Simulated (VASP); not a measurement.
# Si in VASP: one cell, several levels of theory, part 2 of 2

VASP 6.6.1, plane waves, PAW. The steps go on from the part before.

## (3) r2SCAN

INCAR

```
ENCUT = 520.000000
SIGMA = 0.010000
EDIFF = 1.00e-07
ALGO = Normal
METAGGA = R2SCAN
PREC = Accurate
IBRION = -1
ISIF = 2
ISMEAR = 0
NBANDS = 11
NELM = 120
NSW = 0
LASPH = .TRUE.
LCHARG = .FALSE.
LWAVE = .FALSE.
LREAL = .FALSE.
```

KPOINTS

```
KPOINTS created by Atomic Simulation Environment
0
Gamma
8 8 8
0 0 0
```

KPOINTS_OPT

```
special points
7
Reciprocal
0.0000000000 0.0000000000 0.0000000000 1
0.5000000000 0.0000000000 0.5000000000 1
0.6250000000 0.2500000000 0.6250000000 1
0.3750000000 0.3750000000 0.7500000000 1
0.5000000000 0.5000000000 0.5000000000 1
0.5000000000 0.2500000000 0.7500000000 1
0.4192710000 0.4192710000 0.0000000000 1
```

POSCAR

```
Si
 1.0000000000000000
     0.0000000000000000    2.7221197381000000    2.7022482640000001
     2.7221197381000000    0.0000000000000000    2.7022482640000001
     2.7221197381000000    2.7221197381000000    0.0000000000000000
 Si
   2
Cartesian
  1.3610598690500000  1.3610598690500000  1.3511241320000000
  0.0000000000000000  0.0000000000000000  0.0000000000000000
```

Run with:

```sh
$ mpirun -np 1 vasp_std
```

Standard output, without the iteration lines:

```text
POSCAR found type information on POSCAR Si
 POSCAR found :  1 types and       2 ions
 -----------------------------------------------------------------------------
|                                                                             |
|                                                                             |
|     You enforced a specific xc type in the INCAR file but a different       |
|     I HOPE YOU KNOW WHAT YOU ARE DOING!                                     |
|                                                                             |
 -----------------------------------------------------------------------------

 LDA part: xc-table for (None), standard interpolation
 POSCAR, INCAR and KPOINTS ok, starting setup
 FFT: planning ... GRIDC
 FFT: planning ... GRID_SOFT
 FFT: planning ... GRID
 WAVECAR not read
 entering main loop
 Start KPOINTS_OPT (optional k-point list driver)
k-point batch [1-7\7]
```

OSZICAR:

```text
N       E                     dE             d eps       ncg     rms          rms(c)
DAV:   1    -0.792627024274E+00   -0.79263E+00   -0.32966E+03  1306   0.578E+02
DAV:   2    -0.181793470038E+02   -0.17387E+02   -0.16642E+02  1687   0.880E+01
DAV:   3    -0.187097566575E+02   -0.53041E+00   -0.52936E+00  1667   0.128E+01
DAV:   4    -0.187133094777E+02   -0.35528E-02   -0.35524E-02  1588   0.132E+00
DAV:   5    -0.187133406591E+02   -0.31181E-04   -0.31181E-04  1658   0.113E-01    0.604E+00
DAV:   6    -0.175498423494E+02    0.11635E+01   -0.13395E-01  1488   0.214E+00    0.415E+00
DAV:   7    -0.175472269727E+02    0.26154E-02   -0.14864E-01  1403   0.188E+00    0.309E-01
DAV:   8    -0.175462889791E+02    0.93799E-03   -0.58308E-03  1484   0.423E-01    0.408E-01
DAV:   9    -0.175464180283E+02   -0.12905E-03   -0.31995E-04  1528   0.141E-01    0.381E-02
DAV:  10    -0.175464304861E+02   -0.12458E-04   -0.64583E-06  1553   0.185E-02    0.119E-02
DAV:  11    -0.175464342424E+02   -0.37564E-05   -0.13691E-06  1513   0.785E-03    0.299E-03
DAV:  12    -0.175464342084E+02    0.34067E-07   -0.57107E-08  1013   0.155E-03
   1 F= -.17546434E+02 E0= -.17546434E+02  d E =-.140593E-24
       N       E                     dE             ncg
DAV:   1     0.978315239805E+03   -0.15847E+04      154
DAV:   2     0.863469767499E+03   -0.11485E+03      207
DAV:   3     0.860514736597E+03   -0.29550E+01      206
DAV:   4     0.860498482743E+03   -0.16254E-01      200
DAV:   5     0.860498341404E+03   -0.14134E-03      200
DAV:   6     0.860498339434E+03   -0.19701E-05      205
DAV:   7     0.860498339403E+03   -0.30620E-07      202
```

From OUTCAR:

```text
k-points           NKPTS =     59   k-points in BZ     NKDIM =     59   number of bands    NBANDS=     11

   NELECT =       8.0000    total number of electrons

   dimension x,y,z NGX =    30 NGY =   30 NGZ =   30
   dimension x,y,z NGXF=    60 NGYF=   60 NGZF=   60

  energy-cutoff  :      520.00
  volume of cell :       40.05
      direct lattice vectors                 reciprocal lattice vectors
     0.000000000  2.722119738  2.702248264    -0.183680384  0.183680384  0.185031112
     2.722119738  0.000000000  2.702248264     0.183680384 -0.183680384  0.185031112
     2.722119738  2.722119738  0.000000000     0.183680384  0.183680384 -0.185031112

 k-points in reciprocal lattice and weights: KPOINTS created by Atomic Simulation Env
   0.00000000  0.00000000  0.00000000       0.002
   0.12500000  0.00000000  0.00000000       0.016
   0.25000000  0.00000000  0.00000000       0.016
   0.37500000  0.00000000  0.00000000       0.016
   0.50000000  0.00000000  0.00000000       0.008
   0.12500000  0.12500000  0.00000000       0.004
   0.25000000  0.12500000  0.00000000       0.016
   0.37500000  0.12500000  0.00000000       0.016
[... 51 more k-points ...]

 E-fermi :   5.8418

 k-point     1 :       0.0000    0.0000    0.0000
  band No.  band energies     occupation
      1      -6.7877      2.00000
      2       5.7194      2.00000
      3       5.7194      2.00000
      4       5.7741      2.00000
      5       8.4761      0.00000
      6       8.5059      0.00000
      7       8.5059      0.00000
      8       9.7244      0.00000
      9      13.7942      0.00000
     10      13.9323      0.00000
     11      14.4400      0.00000

 k-point     2 :       0.1250    0.0000    0.0000
  band No.  band energies     occupation
      1      -6.5729      2.00000
      2       4.1012      2.00000
      3       5.4109      2.00000
      4       5.4543      2.00000
      5       8.5385      0.00000
      6       8.9391      0.00000
      7       8.9531      0.00000
      8      11.0213      0.00000
      9      13.3312      0.00000
     10      13.4390      0.00000
     11      15.2314      0.00000

 k-point     3 :       0.2500    0.0000    0.0000
  band No.  band energies     occupation
      1      -5.9461      2.00000
      2       1.6670      2.00000
      3       4.9043      2.00000
      4       4.9613      2.00000
      5       8.1057      0.00000
      6       9.4866      0.00000
      7       9.5078      0.00000
      8      13.2880      0.00000
      9      13.3501      0.00000
     10      13.3883      0.00000
     11      15.4459      0.00000

 k-point     4 :       0.3750    0.0000    0.0000
  band No.  band energies     occupation
      1      -5.0058      2.00000
      2      -0.4551      2.00000
      3       4.5499      2.00000
      4       4.6186      2.00000
      5       7.7478      0.00000
      6       9.4152      0.00000
      7       9.4696      0.00000
      8      14.2399      0.00000
      9      14.8211      0.00000
     10      14.8660      0.00000
     11      16.2154      0.00000

 k-point     5 :       0.5000    0.0000    0.0000
  band No.  band energies     occupation
      1      -4.3353      2.00000
      2      -1.5296      2.00000
      3       4.4281      2.00000
      4       4.5014      2.00000
      5       7.6199      0.00000
      6       9.2961      0.00000
      7       9.3569      0.00000
      8      14.0778      0.00000
      9      16.8558      0.00000
     10      16.9433      0.00000
     11      17.7537      0.00000

 k-point     6 :       0.1250    0.1250    0.0000
  band No.  band energies     occupation
      1      -6.4980      2.00000
      2       4.4362      2.00000
      3       4.8664      2.00000
      4       4.8664      2.00000
      5       7.9252      0.00000
      6       9.7153      0.00000
      7       9.7153      0.00000
      8      10.6844      0.00000
      9      12.7835      0.00000
     10      14.1188      0.00000
     11      15.5561      0.00000

 k-point     7 :       0.2500    0.1250    0.0000
  band No.  band energies     occupation
      1      -6.0024      2.00000
      2       2.4134      2.00000
      3       4.3196      2.00000
      4       4.4689      2.00000
      5       8.0776      0.00000
      6       9.8167      0.00000
      7      10.5161      0.00000
      8      10.8781      0.00000
      9      13.9196      0.00000
     10      14.3525      0.00000
     11      16.5201      0.00000

 k-point     8 :       0.3750    0.1250    0.0000
  band No.  band energies     occupation
      1      -5.1432      2.00000
      2       0.2384      2.00000
      3       3.8709      2.00000
      4       4.0280      2.00000
      5       8.2229      0.00000
      6       9.7604      0.00000
      7      10.4880      0.00000
      8      11.5808      0.00000
      9      15.6289      0.00000
     10      15.7547      0.00000
     11      16.5101      0.00000

 k-point     9 :       0.5000    0.1250    0.0000
  band No.  band energies     occupation
      1      -4.2394      2.00000
      2      -1.2985      2.00000
      3       3.4079      2.00000
      4       4.0468      2.00000
      5       8.1847      0.00000
      6       9.6273      0.00000
      7      10.1013      0.00000
      8      13.5776      0.00000
      9      15.3674      0.00000
     10      16.8800      0.00000
     11      18.1109      0.00000

 k-point    10 :      -0.3750    0.1250    0.0000
  band No.  band energies     occupation
      1      -4.5043      2.00000
      2      -0.8992      2.00000
      3       3.2134      2.00000
      4       4.3569      2.00000
      5       8.3730      0.00000
      6       9.7216      0.00000
      7       9.8641      0.00000
      8      14.2705      0.00000
      9      14.3505      0.00000
     10      15.5810      0.00000
     11      17.6542      0.00000

 k-point    11 :      -0.2500    0.1250    0.0000
  band No.  band energies     occupation
      1      -5.4760      2.00000
      2       0.9450      2.00000
      3       3.3629      2.00000
      4       4.8788      2.00000
      5       8.7584      0.00000
      6       9.6768      0.00000
      7       9.9393      0.00000
      8      12.5749      0.00000
      9      12.6019      0.00000
     10      16.3483      0.00000
     11      16.4555      0.00000

 k-point    12 :      -0.1250    0.1250    0.0000
  band No.  band energies     occupation
      1      -6.2213      2.00000
      2       2.9785      2.00000
      3       4.0674      2.00000
      4       5.3955      2.00000
      5       9.0764      0.00000
      6       9.1003      0.00000
      7       9.4236      0.00000
      8      11.8237      0.00000
      9      12.4267      0.00000
     10      14.2657      0.00000
     11      16.2813      0.00000

 k-point    13 :       0.2500    0.2500    0.0000
  band No.  band energies     occupation
      1      -5.6392      2.00000
      2       2.1587      2.00000
      3       3.7136      2.00000
      4       3.7136      2.00000
      5       7.0291      0.00000
      6       9.1976      0.00000
      7      11.9039      0.00000
      8      11.9039      0.00000
      9      14.5694      0.00000
     10      15.0906      0.00000
     11      18.0451      0.00000

 k-point    14 :       0.3750    0.2500    0.0000
  band No.  band energies     occupation
      1      -4.8877      2.00000
      2       0.6336      2.00000
      3       2.9421      2.00000
      4       3.3722      2.00000
      5       7.2628      0.00000
      6       8.9079      0.00000
      7      12.2170      0.00000
      8      12.4210      0.00000
      9      16.2727      0.00000
     10      16.7711      0.00000
     11      18.2177      0.00000

 k-point    15 :       0.5000    0.2500    0.0000
  band No.  band energies     occupation
      1      -3.9128      2.00000
      2      -0.9041      2.00000
      3       2.0757      2.00000
      4       3.3702      2.00000
      5       7.4569      0.00000
      6      10.4842      0.00000
      7      11.9883      0.00000
      8      12.0352      0.00000
      9      16.6940      0.00000
     10      16.9381      0.00000
     11      18.6682      0.00000

 k-point    16 :      -0.3750    0.2500    0.0000
  band No.  band energies     occupation
      1      -3.7133      2.00000
      2      -1.1659      2.00000
      3       1.6051      2.00000
      4       3.7024      2.00000
      5       7.7939      0.00000
      6      11.5814      0.00000
      7      11.6653      0.00000
      8      13.1446      0.00000
      9      14.2163      0.00000
     10      14.3976      0.00000
     11      19.1890      0.00000

[... the tables of k-points 17 to 59 left out ...]

  Total        0.0572507      0.0572507      0.2511429      0.0000000      0.0000000      0.0000000
  in kB        2.2904545      2.2904545     10.0475882      0.0000000      0.0000000      0.0000000
  external PRESSURE =       4.8761658 kB  Pullay stress =       0.0000000 kB

 POSITION                                       TOTAL-FORCE (eV/Angst)
 -----------------------------------------------------------------------------------
      1.36106      1.36106      1.35112         0.000000      0.000000      0.000000
      0.00000      0.00000      0.00000        -0.000000     -0.000000     -0.000000
 -----------------------------------------------------------------------------------
    total drift:                               -0.000000     -0.000000     -0.000000

  FREE ENERGIE OF THE ION-ELECTRON SYSTEM (eV)
  ---------------------------------------------------
  free  energy   TOTEN  =       -17.5464342084 eV

  energy  without entropy=      -17.5464342084  energy(sigma->0) =      -17.54643421
```

Run time: 93 s. Hardware: 1 MPI rank of Intel Xeon Platinum 8488C, shared host; peak memory 0.17 GiB.

The levels at the points of KPOINTS_OPT are read from vasprun.xml.

Near the gap, in eV above the top of the last filled band v; c is the band after it:

```
point    v−1      v     c   c+1
    Γ  -0.05   0.00  2.70  2.73
    X  -3.03  -3.03  0.91  0.91
    U  -4.53  -2.58  1.42  4.47
    K  -4.52  -2.64  1.35  4.37
    L  -1.35  -1.27  1.85  3.52
    W  -4.06  -4.06  4.53  4.53
```

r2SCAN gives an indirect gap of 0.69 eV, from Γ to (0.42, 0.42, 0.00); the least direct gap is 2.70 eV. The pressure is 0.49 GPa; the forces vanish within 0.01 eV/Å.

## (4) What came out

What follows sums up all 2 parts.

```
 level  gap (eV)  pressure (GPa)
   PBE      0.49            1.93
r2SCAN      0.69            0.49
```

**Reading.** The gap runs from 0.49 eV (PBE) to 0.69 eV (r2SCAN). The pressure is highest with PBE (1.9 GPa) and lowest with r2SCAN (0.5 GPa), which orders the cells that they would relax to.
